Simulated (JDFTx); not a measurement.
**Na under changes of volume**

One of the cells (37.614 Å³/atom); the others are scaled copies at fixed shape and fractional positions:

```
CELL_PARAMETERS angstrom
-1.88829 1.88829 2.63728
1.88829 -1.88829 2.63728
1.88829 1.88829 -2.63728
ATOMIC_POSITIONS crystal
Na 0.00000 0.00000 0.00000
```

This isn't the form of Na at room conditions, which is bcc.

* Program: JDFTx 1.7.0 (patched build)
* Functional: PBE
* Potentials or basis: PseudoDojo-SR-PBE-0.5-standard
* Cutoff: 1197 eV
* Density cutoff: 4789 eV
* k mesh: 10 × 10 × 10
* Occupations: fermi-dirac, width 0.05 eV
* Spin: no spin polarisation

| volume (Å³/atom) | energy over the lowest point (meV/atom) | pressure (GPa) |
| --- | --- | --- |
| 35.357 | ? | ? |
| 36.110 | 0.68 | 0.2 |
| 36.862 | 0.00 | 0.1 |
| 37.614 | 0.08 | -0.1 |
| 38.367 | 0.86 | -0.2 |
| 39.119 | 2.27 | -0.4 |
| 39.871 | 4.24 | -0.5 |

Problem. What does the run at 35.357 Å³/atom give?

Solution. Energy over the lowest point 2.19 meV/atom; pressure 0.4 GPa.

Worked out: A Birch-Murnaghan fit of order 3 (a polynomial in V^(-2/3)) to the other rows has its minimum at 37.15 Å³/atom with B0 = V·E''(V) = 7.8 GPa and B' = 4.0 at fixed shape and positions, which overstates the stiffness. It gives 2.22 meV/atom at 35.357 Å³/atom, against the run's 2.19, and -dE/dV = 0.4 GPa, against 0.4.

Energies are extrapolated to zero smearing.
